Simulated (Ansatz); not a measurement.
# (12,0) C nanotube: bands by functional and under strain, part 4 of 4

What gap, if any, does the (12,0) C nanotube have, and how does it change with the functional and under strain?

Ansatz 0.2.0; DFT PBE, plane waves, PAW; relaxation of a wire's period (the session's first sound run).

So far, band gap (eV): step 3 (the perfect wire, PBE) 0.0421; step 5 (PBEsol PBE, k-mesh 1×1×15) 0.0404; step 6 (r2SCAN PBE, cutoff 500 eV, k-mesh 1×1×15) 0.0432; step 8 (relaxing the atoms, period over the relaxed period 1.06, k-mesh …, PBE) 0.693; step 9 (relaxing the atoms, period over the relaxed period 0.97, k-mesh …, PBE) 0.429.

### 11. A varied input

This step: DFT LDA, plane waves, PAW; bands of a perfect wire at the PBE geometry; changed: basis.ecutwfc = "20 eV", scf.max_iter = 80 (Ansatz 0.2.0).

The input of the band run (LDA) is made doubtful on purpose.

Contents of input.yaml:

```yaml
crystal:
  lattice:
    - [16.195, 0.0, 0.0]
    - [0.0, 16.195, 0.0]
    - [0.0, 0.0, 4.2715307669]
  atoms:
    - { symbol: C, position: [0.20744307, 0.499989021, 0.000250557] }
    - { symbol: C, position: [0.246644166, 0.646256651, 0.000247764] }
    - { symbol: C, position: [0.246644166, 0.35372139, 0.000247764] }
    - { symbol: C, position: [0.35372139, 0.753333875, 0.000247764] }
    - { symbol: C, position: [0.35372139, 0.246644166, 0.000247764] }
    - { symbol: C, position: [0.499989021, 0.792534972, 0.000250557] }
    - { symbol: C, position: [0.499989021, 0.20744307, 0.000250557] }
    - { symbol: C, position: [0.646256651, 0.753333875, 0.000247764] }
    - { symbol: C, position: [0.646256651, 0.246644166, 0.000247764] }
    - { symbol: C, position: [0.753333875, 0.646256651, 0.000247764] }
    - { symbol: C, position: [0.753333875, 0.35372139, 0.000247764] }
    - { symbol: C, position: [0.792534972, 0.499989021, 0.000250557] }
    - { symbol: C, position: [0.20744307, 0.499989021, 0.333082777] }
    - { symbol: C, position: [0.246644166, 0.646256651, 0.333085569] }
    - { symbol: C, position: [0.246644166, 0.35372139, 0.333085569] }
    - { symbol: C, position: [0.35372139, 0.753333875, 0.333085569] }
    - { symbol: C, position: [0.35372139, 0.246644166, 0.333085569] }
    - { symbol: C, position: [0.499989021, 0.792534972, 0.333082777] }
    - { symbol: C, position: [0.499989021, 0.20744307, 0.333082777] }
    - { symbol: C, position: [0.646256651, 0.753333875, 0.333085569] }
    - { symbol: C, position: [0.646256651, 0.246644166, 0.333085569] }
    - { symbol: C, position: [0.753333875, 0.646256651, 0.333085569] }
    - { symbol: C, position: [0.753333875, 0.35372139, 0.333085569] }
    - { symbol: C, position: [0.792534972, 0.499989021, 0.333082777] }
    - { symbol: C, position: [0.217415673, 0.575703916, 0.500247797] }
    - { symbol: C, position: [0.217415673, 0.424274125, 0.500247797] }
    - { symbol: C, position: [0.293134494, 0.706843547, 0.50025045] }
    - { symbol: C, position: [0.293134494, 0.293134494, 0.50025045] }
    - { symbol: C, position: [0.424274125, 0.782562369, 0.500247797] }
    - { symbol: C, position: [0.424274125, 0.217415673, 0.500247797] }
    - { symbol: C, position: [0.575703916, 0.782562369, 0.500247797] }
    - { symbol: C, position: [0.575703916, 0.217415673, 0.500247797] }
    - { symbol: C, position: [0.706843547, 0.706843547, 0.50025045] }
    - { symbol: C, position: [0.706843547, 0.293134494, 0.50025045] }
    - { symbol: C, position: [0.782562369, 0.575703916, 0.500247797] }
    - { symbol: C, position: [0.782562369, 0.424274125, 0.500247797] }
    - { symbol: C, position: [0.217415673, 0.575703916, 0.833085536] }
    - { symbol: C, position: [0.217415673, 0.424274125, 0.833085536] }
    - { symbol: C, position: [0.293134494, 0.706843547, 0.833082883] }
    - { symbol: C, position: [0.293134494, 0.293134494, 0.833082883] }
    - { symbol: C, position: [0.424274125, 0.782562369, 0.833085536] }
    - { symbol: C, position: [0.424274125, 0.217415673, 0.833085536] }
    - { symbol: C, position: [0.575703916, 0.782562369, 0.833085536] }
    - { symbol: C, position: [0.575703916, 0.217415673, 0.833085536] }
    - { symbol: C, position: [0.706843547, 0.706843547, 0.833082883] }
    - { symbol: C, position: [0.706843547, 0.293134494, 0.833082883] }
    - { symbol: C, position: [0.782562369, 0.575703916, 0.833085536] }
    - { symbol: C, position: [0.782562369, 0.424274125, 0.833085536] }
kpoints:
  mp_grid: { grid: [1, 1, 15] }
  band_path: { path: ["Γ", Z], npoints: 50 }
scf:
  occupations: { method: fermi_dirac, width: 0.05 }
  max_iter: 80
hamiltonian:
  xc: lda
basis:
  ecutwfc: "20 eV"
```

Started as:

```sh
$ ansatz run input.yaml --threads 4 --pin off --max-ram 16384MiB --backend cpu --events-out ev --progress --plain --runs-dir out
```

Numbers of over 12 decimals in the logs are rounded to 6 here.

Log:

```text
Warning: basis.ecutwfc = 20 eV is below the records' recommended 420 eV, and the density's cutoff is lower with it unless basis.ecutrho_ratio is high enough to keep the records' density cutoff: compare with a run at a higher cutoff
[...]
Crystal: 48 atoms, lattice volume = 1120.329 Å³
Basis set: ecut = 20 eV, 247 PW (Γ)
Bands: 144, of which v1, the nominal top of the filled ones, is band 96 counted from 1 (95 counted from 0)
Symmetry: 16 space group operations
[...]
k-points: 8 of 15
[...]
SCF iter   1: F=—  HF=-9916.539061 eV  |F-HF|=—  |Δ(HF+E_count)|=         —  Δρ=3.22e-1  dr2=6.30e3  ethr=1.77e-3  ⟨swp⟩=1.0  Hψ=1821  notcnv=0
[...]
SCF iter  11: F=-6756.683892 eV  HF=-6756.683892 eV  |F-HF|=4.65e-9  |Δ(HF+E_count)|=   2.89e-7  Δρ=4.14e-7  dr2=8.41e-9  ethr=5.21e-11  ⟨swp⟩=27.6  Hψ=7729  notcnv=0
[...]
SCF 1 converged in 11 iterations: F = -6756.683892 eV  dr2 = 8.41e-9
[...]
SCF converged after 11 iterations
Free energy (F): -6756.683892 eV
[...]
Internal energy: -6756.650524 eV  (E = F + TS)
E sigma→0 (E₀):  -6756.667208 eV
Entropy (-TS):   -0.033368 eV (-0.695 meV/atom)
Fermi energy:    12.588484 eV
[...]
--- Band table (eV; the first three rows and the last of 8) ---
  k-point 0: bands = [... 92 lower, 5.8197, 7.5002, 7.5002, 8.6100, 8.6100, 8.8303, 9.5318, 10.1830, ... 44 higher]
  k-point 1: bands = [... 92 lower, 7.5360, 8.3628, 8.3628, 8.8668, 9.5495, 11.2845, 11.5969, 11.5969, ... 44 higher]
  k-point 2: bands = [... 92 lower, 9.6588, 11.1351, 11.4468, 11.4468, 11.7114, 11.7114, 11.9164, 13.0411, ... 44 higher]
  k-point 7: bands = [... 92 lower, 13.2278, 13.4732, 13.7774, 13.7774, 14.0371, 15.3436, 16.9505, 17.1725, ... 44 higher]
```

Run time: 3.1 s. Hardware: 4 threads of Arm Neoverse V1, shared host; peak memory 0.35 GiB; 11 s of CPU time.

Residual by cycle:

cycle, log10 residual and a bar from the least value:
```
        1        3.8 ##############################
        2        2.7 ###########################
        3        2.1 ##########################
        4        1.8 #########################
        5        1.3 ########################
        6       -0.1 ####################
        7       -1.4 #################
        8       -3.3 ############
        9       -4.8 ########
       10       -6.9 ###
       11       -8.1
```

The run finished. A setting was moved off its sound value on purpose, so it serves as a test and not as the result.

The fault put into the input: a cutoff far too low (basis.ecutwfc = "20 eV").

### 12. Results

```json
{
 "cell length, PBE": "4.272 Å",
 "gap, PBE": "0.0421 eV",
 "gap, LDA": "0.0449 eV",
 "gap, PBEsol": "0.0404 eV",
 "gap, r2SCAN": "0.0432 eV",
 "gap, period scaled by 1.06": "0.693 eV",
 "gap, period scaled by 0.97": "0.429 eV"
}
```

**Reading.** Under PBE the cell's length is 4.27 Å, and a gap of 0.04 eV makes it a semiconductor. Strain matters: under PBE the gap goes from 0.04 eV to 0.429 eV at 0.97 times the period and 0.693 eV at 1.06 times the period. Where the gap is under about 0.35 eV, the smearing of 0.05 eV partly fills the band edges in the SCF.

[Logs are printed without paths, hosts, clocks, repeated set-up lines and the standing remarks that a program may print on its own settings, such as how far it seeks lower states.]

[Hosts, paths, dates, database ids (printed as entryN), source tags and the programs' standing remarks are cut or masked in the printed files.]
